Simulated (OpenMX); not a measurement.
KCl (Sylvite):

```xyz
2
Lattice="0.0000 3.1465 3.1465 3.1465 0.0000 3.1465 3.1465 3.1465 0.0000" Properties=species:S:1:pos:R:3 pbc="T T T"
K     0.0000    0.0000    0.0000
Cl    3.1465    3.1465    3.1465
```

Base run:

| Item | Value |
| --- | --- |
| Program | OpenMX 3.8.5 |
| Functional | PBE |
| Potentials or basis | OpenMX 2013 PBE set, K10.0-s3p2d1, Cl7.0-s2p2d1f1, grid cutoff 300 Ry |
| k mesh | 7 × 7 × 7 |
| Occupations | fermi-dirac, width 0.05 eV |
| Spin | no spin polarisation |

Its results: band gap on the k mesh 5.46 eV, direct; pressure 0.9 GPa.

**Question.** The run is repeated on the same cell with these changes: potentials or basis from OpenMX 2013 PBE set, K10.0-s3p2d1, Cl7.0-s2p2d1f1, grid cutoff 300 Ry to OpenMX 2013 PBE set, K10.0-s3p2d2, Cl7.0-s3p2d2f1, grid cutoff 300 Ry. What comes out?

**Answer.** Band gap on the k mesh 5.32 eV, direct; pressure 0.9 GPa.

Caveats: the basis of atomic orbitals isn't converged, which shifts pressures, moduli and gaps.

Not every run made on this cell is shown here.
